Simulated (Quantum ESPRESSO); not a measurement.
## BaS: zone-centre phonons and dielectric response under several settings

```
Ba S
1.0
     0.00000    3.19375    3.19375
     3.19375    0.00000    3.19375
     3.19375    3.19375    0.00000
Ba S
1 1
Direct
  0.00000 0.00000 0.00000
  0.50000 0.50000 0.50000
```

All runs used Quantum ESPRESSO 7.5; k mesh 4 × 4 × 4, shifted; relaxed cell; occupations smeared at first, fixed for the response.

```csv
level,potentials,spin,cutoff (eV),volume (Å³/atom),lowest optical mode without the field (cm⁻¹),highest mode with the field (cm⁻¹),ε∞ (mean),ε0 (mean),Born charge of atom 1 (e),sum of the Born charges (e)
LDA,JTH 2.0 LDA,no spin polarisation,490,31.16,155,254,5.12,13.7,2.63,0.04
revPBE+D3(BJ),SG15 PBE 1.2,"collinear spin, ferromagnetic start",707,?,?,?,?,?,?,?
```

Problem. What stands in the row left open?

Solution. Volume 32.00 Å³/atom; lowest optical mode without the field 149 cm⁻¹; highest mode with the field 255 cm⁻¹; ε∞ 4.68; ε0 13.8; Born charge of atom 1 2.62 e; sum of the Born charges 0.03 e.

Caveats: this set's barium file shifts pressures by 1.5 GPa and gaps by 0.1 eV against other sets (some runs); the cutoff is low for these files, which shifts pressure and relaxed volume (some runs); the potentials were made for another functional, which shifts forces and pressure (some runs).

For the row left open. Caveat: the potentials were made for another functional, which shifts forces and pressure.
